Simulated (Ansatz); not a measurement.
Crystal: Au.

```
Au
1.0
    -1.65727    1.65727    1.65727
     1.65727   -1.65727    1.65727
     1.65727    1.65727   -1.65727
Au
1
Direct
  0.00000 0.00000 0.00000
```

This isn't the form of Au at room conditions, which is fcc.

* Program: Ansatz 0.2.0
* Task: relaxation of cell and atoms
* Functional: revPBE
* Dispersion: D3(BJ)
* Potentials or basis: Ansatz PAW
* Cutoff: 420 eV (not typed: the program's choice for these potentials)
* k mesh: 11 × 11 × 11
* Occupations: fermi-dirac, width 0.05 eV
* Spin: no spin polarisation

At the start: volume 18.21 Å³/atom.

Question: How do energy, volume and symmetry change on relaxing?

Answer: It ends after 4 steps and the volume is 17.04 Å³/atom (-6.4 %); space group Im-3m (No. 229, to 0.05 Å).

The path:
```csv
step,energy change (eV),largest force (eV/Å),volume (Å³)
1,0.0000,0.0000,18.21
2,-0.0337,0.0000,17.27
3,-0.0353,0.0000,17.04
4,-0.0349,0.0000,17.04
```

Final structure:
```yaml
crystal:
  lattice:
    - [-1.62103, 1.62103, 1.62103]
    - [1.62103, -1.62103, 1.62103]
    - [1.62103, 1.62103, -1.62103]
  atoms:
    - { symbol: Au, position: [0.00000, 0.00000, 0.00000] }
```

Caveat: the plane-wave basis is chosen anew once the cell has moved, so the energies of steps on either side of that aren't comparable; pairwise dispersion overbinds metals, which lowers pressure and volume; the PAW data sets come from PBE, with cores solved anew for the run's functional, which leaves a small shift of forces and pressure.
